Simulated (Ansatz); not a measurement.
Crystal: AlAu.

```
CELL_PARAMETERS angstrom
3.22394 0.00000 0.00000
0.00000 3.22394 0.00000
0.00000 0.00000 3.22394
ATOMIC_POSITIONS crystal
Au 0.50000 0.50000 0.50000
Al 0.00000 0.00000 0.00000
```

The cell comes from a database or a generator and needn't be the stable form of this composition.

Base run:

```yaml
Program: Ansatz 0.2.0
Functional: PBEsol
Potentials_or_basis: all-electron LAPW, scalar-relativistic
Cutoff: 207 eV
Density_cutoff: 828 eV
Basis_error_allowed: 0.001 eV/atom
k_mesh: 8 × 8 × 8
Occupations: fermi-dirac, width 0.05 eV
Spin: no spin polarisation
```

Its results: pressure -5.1 GPa.

Question: After a change of settings the same cell gave: pressure -7.9 GPa. Which change was it?
A. potentials or basis from all-electron LAPW, scalar-relativistic to all-electron LAPW, inner shells corrected to Dirac's equation
B. potentials or basis from all-electron LAPW, scalar-relativistic to all-electron LAPW, non-relativistic
C. k mesh from 8 × 8 × 8 to 6 × 6 × 6
D. functional from PBEsol to LDA

Answer: D.

LDA binds more tightly than PBEsol, so the same cell stands under less pressure.

Not every run made on this cell is shown here.
